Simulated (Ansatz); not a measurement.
# Random alloy of the bcc Mo-W line, x = 0.5 (54 atoms), relaxed: mesh and functional compared

After relaxation, how do forces and pressure change with k-mesh and functional?

Calculated with Ansatz 0.2.0: Kohn-Sham DFT, PBE, PAW (set soft_2), plane waves; cutoff 420 eV, k-mesh 2×2×2, fermi-dirac smearing of 0.1 eV.

**The cell**

The cell holds 54 atoms: 27 Mo and 27 W. Cell: a = 9.518 Å, b = 9.518 Å, c = 9.518 Å, α = 90.0°, β = 90.0°, γ = 90.0°. It derives from Mo (bcc Mo-W) and W, repeated 3×3×3. Bcc Mo-W: 54 atoms, 27 of 54 Mo sites given to W at random, cell and internal coordinates interpolated linearly between the end members (Vegard's rule); not relaxed, displaced by a Gaussian of 0.02 Å. Lattice constants are starting values near those of PBE.

Cell and atoms were relaxed with PBE. The walk converged after 5 steps by the program's count, with a largest force component of 0.00133 eV/Å; it began at an r.m.s. force component of 0.32 eV/Å. The edges went from 9.518, 9.518, 9.518 to 9.516, 9.515, 9.515 Å, and the volume from 15.965 to 15.954 Å³ an atom (-0.1 %).

The input of the reference single point:

```yaml
crystal:
  lattice:
    - [9.51554, 0.00032, -9.0e-05]
    - [0.00032, 9.51525, 6.0e-05]
    - [-9.0e-05, 6.0e-05, 9.51516]
  atoms:
    - { symbol: Mo, position: [0.00012, 2.0e-05, 0.00034] }
    - { symbol: W, position: [0.16677, 0.16668, 0.1672] }
    - { symbol: Mo, position: [0.00011, 8.0e-05, 0.33345] }
    - { symbol: W, position: [0.16688, 0.16677, 0.49966] }
    [... 48 atom lines left out ...]
    - { symbol: W, position: [0.66661, 0.66697, 0.66665] }
    - { symbol: W, position: [0.83344, 0.83329, 0.83353] }
kpoints:
  mp_grid: { grid: [2, 2, 2] }
hamiltonian:
  xc: pbe
scf:
  occupations: { method: fermi_dirac, width: 0.1 }
output:
  forces: true
  stress: true
  populations: true
  dos:
    method: { smearing: { sigma: 0.08 } }
    de: 0.05
    projected: { site_lists: { Mo: [Mo], W: [W] } }
  eigenvalues: true
  write_density: true
  write_potential: true
  volumetric_format: npy
```

**Levels of theory**

Single points at the relaxed geometry:

| functional | k-mesh | pressure (GPa) | r.m.s. force component (eV/Å) | SCF cycles | time |
| --- | --- | --- | --- | --- | --- |
| PBE | 2×2×2 | 0.00 | 0.001 | 7 | 4.8 s |
| PBE | 3×3×3 | 0.00 | 0.009 | 7 | 6.2 s |
| r2SCAN | 2×2×2 | -3.40 | 0.017 | 11 | 6.7 s |
| PBEsol | 2×2×2 | -8.19 | 0.009 | 7 | 4.9 s |

Cutoffs: 420 eV for PBE and PBEsol; 500 eV for r2SCAN.

**Findings**

Every run has partly filled levels at the Fermi energy, as in a metal. Against the reference the pressure changes with r2SCAN by -3.4 GPa and PBEsol by -8.2 GPa; a negative change means a smaller volume than PBE would take. The denser mesh moves the energy by +17.2 meV/atom and the pressure by +0.00 GPa, so the reference mesh, on which the relaxation ran, isn't converged.

Limits: All single points share the geometry relaxed with PBE. One random arrangement of the atoms on their sites. Spin–orbit coupling is left out, which matters for the levels of the heavy elements.

[Logs are printed without paths, hosts, clocks, repeated set-up lines and the standing remarks that a program may print on its own settings, such as how far it seeks lower states.]

[Hosts, paths, dates, database ids (printed as entryN), source tags and the programs' standing remarks are cut or masked in the printed files.]
